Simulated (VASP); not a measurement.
Wanted: the native input for a VASP 6.6.1 run.

```yaml
Task: single point
Functional: PBEsol
Potentials_or_basis: VASP PAW PBE potentials, release 64 (S)
Cutoff: 520 eV
k_mesh: 8 × 8 × 8
Occupations: methfessel-paxton, width 0.02 eV
Spin: no spin polarisation
Dipole_correction: no
Further_INCAR_settings: ALGO = Normal; EDIFF = 1e-06; NBANDS = 9
```

The structure of S lies in POSCAR:

```
S
1.0
    1.8649760676      1.0767444373      1.3702033742
   -1.8649760676      1.0767444373      1.3702033742
    0.0000000000     -2.1534888667      1.3702033805
S
1
Direct
    0.0000000000      0.0000000000      0.0000000000
```

This isn't the form of S at room conditions, which is orthorhombic, of S8 rings.

One way to write it, as run:

INCAR

```
PREC = Accurate
ENCUT = 520
EDIFF = 1E-6
ISMEAR = 1
SIGMA = 0.02
LREAL = False
LASPH = True
NELM = 100
ALGO = Normal
ISIF = 2
LWAVE = False
LCHARG = False
GGA = PS
NBANDS = 9
```

KPOINTS

```
regular mesh
0
Gamma
  8 8 8
```

Potentials or basis: VASP PAW PBE potentials, release 64 (S).

The run is started by

```console
$ cat potpaw_PBE.64/S/POTCAR > POTCAR
$ mpirun -np 1 vasp_std > vasp.out
```

Results of the run:

* Pressure: 0.1 GPa
* Band gap on the k mesh: none (metal or under the smearing width)

Caveat: the PAW data sets were made with another functional, which shifts forces and pressure a little.

Wall time 2.8 s on 1 thread of Intel(R) Xeon(R) 6975P-C (Granite Rapids), with other jobs on the host, peak memory 0.12 GiB.
